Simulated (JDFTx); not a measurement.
**SrO under changes of volume**

One of the cells (16.901 Å³/atom); the others are scaled copies at fixed shape and fractional positions:

```
CELL_PARAMETERS angstrom
0.00000 2.56630 2.56630
2.56630 0.00000 2.56630
2.56630 2.56630 0.00000
ATOMIC_POSITIONS crystal
Sr 0.50000 0.50000 0.50000
O 0.00000 0.00000 0.00000
```

| Quantity | Value |
| --- | --- |
| Program | JDFTx 1.7.0 (patched build) |
| Functional | PBE |
| Potentials or basis | PseudoDojo-SR-PBE-0.5-standard |
| Cutoff | 1143 eV |
| Density cutoff | 4572 eV |
| k mesh | 9 × 9 × 9 |
| Occupations | fermi-dirac, width 0.05 eV |
| Spin | no spin polarisation |

```tsv
volume (Å³/atom)	energy over the lowest point (meV/atom)	pressure (GPa)	gap on the mesh (eV)
15.887	?	?	?
16.225	27.58	7.5	3.36
16.563	14.21	5.2	3.37
16.901	5.42	3.1	3.38
17.239	0.84	1.2	3.38
17.577	0.00	-0.5	3.39
17.915	2.52	-2.0	3.39
```

Problem. What does the run at 15.887 Å³/atom give?

Solution. Energy over the lowest point 46.12 meV/atom; pressure 10.1 GPa; gap on the mesh 3.34 eV.

Worked out: A Birch-Murnaghan fit of order 3 (a polynomial in V^(-2/3)) to the other rows has its minimum at 17.49 Å³/atom with B0 = V·E''(V) = 85 GPa and B' = 4.4. It gives 46.12 meV/atom at 15.887 Å³/atom, against the run's 46.12, and -dE/dV = 10.1 GPa, against 10.1. A straight line through the other rows of the gap, of slope 0.304 eV per unit of ln V, extrapolates to 3.36 eV, against the run's 3.34.

Energies are extrapolated to zero smearing.

Caveats: the empty levels aren't tightly converged; an odd mesh through Γ misses points on the zone boundary, where band edges often lie. Spin-orbit coupling on Sr is left out.
